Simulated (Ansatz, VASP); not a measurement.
Sr in VASP and in Ansatz

File INCAR:

```
SYSTEM = Sr
PREC = Accurate
ENCUT = 520
EDIFF = 1E-8
ISMEAR = -1
SIGMA = 0.08
LREAL = .FALSE.
LASPH = .TRUE.
NELM = 100
ALGO = Normal
ISIF = 2
LWAVE = .FALSE.
LCHARG = .FALSE.
GGA = PE
LEFG = .TRUE.
NBANDS = 17
```

Contents of KPOINTS:

```
Automatic mesh
0
G
  8 8 8
  0 0 0
```

Contents of POSCAR:

```
Sr
1.0
    0.0000000000      4.8091227721      4.8091227721
    4.8091227721      0.0000000000      4.8091227721
    4.8091227721      4.8091227721      0.0000000000
Sr
2
Direct
    0.0000000000      0.0000000000      0.0000000000
    0.2500000000      0.2500000000      0.2500000000
```

Input for Ansatz:

```yaml
crystal:
  lattice:
    - [0.0, 4.8091227721, 4.8091227721]
    - [4.8091227721, 0.0, 4.8091227721]
    - [4.8091227721, 4.8091227721, 0.0]
  atoms:
    - { symbol: Sr, position: [0.0, 0.0, 0.0] }
    - { symbol: Sr, position: [0.25, 0.25, 0.25] }
kpoints:
  mp_grid: { grid: [8, 8, 8] }
scf:
  occupations: { method: fermi_dirac, width: 0.08 }
hamiltonian:
  xc: pbe
  pseudopotentials: { kind: paw }
output:
  forces: true
  stress: true
  eigenvalues: true
  efg: { contact_densities: true }
```

Alike in both runs: task electric field gradients; functional PBE; k mesh 8 × 8 × 8; occupations fermi-dirac, width 0.08 eV; no spin polarisation.

|  | VASP | Ansatz |
| --- | --- | --- |
| version | VASP 6.6.1 | Ansatz 0.2.0 |
| potentials or method | VASP PAW PBE potentials, release 64 (Sr_sv) | PAW with Ansatz's default frozen-core files, scalar-relativistic |
| plane-wave cutoff (eV) | 520 | 420 |
| valence electrons in the cell | 20 | 20 |

|  | VASP | Ansatz | Ansatz less VASP |
| --- | --- | --- | --- |
| pressure (GPa) | 0.0 | 0.0 | 0.00 |
| Vzz of the field gradient on the site that differs most (V/Å²) | 0.0 | 0.0 | 0.00 |

Ansatz warned: «gradients_without_spin_orbit».
